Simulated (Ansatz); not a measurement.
MgO, one cell by several methods

```
Mg O
1.0
    -0.04270    2.13515    2.13515
     2.13515   -0.04270    2.13515
     2.09245    2.09245    0.00000
Mg O
1 1
Direct
  0.00000 0.00000 0.00000
  0.50000 0.50000 0.50000
```

Atom numbers follow the list: Mg1, O2.

The structure is an experimental refinement, used without relaxation. It was measured hot, at 1305 K. The listed cell was then made from it by scaling, straining or moving an atom.

Levels of theory: DFT, PBE, PAW with Ansatz's default frozen-core files, scalar-relativistic (Ansatz 0.2.0); DFT, PBE, all-electron PAW with datasets made for the crystal, scalar-relativistic (Ansatz 0.2.0); DFT, PBE, all-electron LAPW, scalar-relativistic (Ansatz 0.2.0).

For PAW: a Γ-centred 11×11×11 k mesh, Fermi–Dirac smearing of 0.01 eV, cutoff 420 eV, no spin polarisation. The crystal-made all-electron datasets (AE datasets) take a cutoff of 320 eV at this cell. LAPW targets a basis error of 1 meV/atom. The Ansatz runs share mesh, smearing and spin set-up. Plane-wave (PAW) pressures include the program's estimate of the Pulay term.

Stress and pressure are positive in compression.

The change that made this cell: xy engineering shear strain of -4 %.

```tsv
quantity	PAW	AE datasets	LAPW
pressure (GPa)	?	-1.56	-1.56
stress xx (GPa)	-1.51	-1.45	-1.45
stress zz (GPa)	-1.83	-1.78	-1.77
stress xy (GPa)	5.59	5.59	5.59
band gap (eV)	4.189	4.183	4.183
```

Question: Fill in "PAW" for the row "pressure (GPa)".

Answer: -1.62.
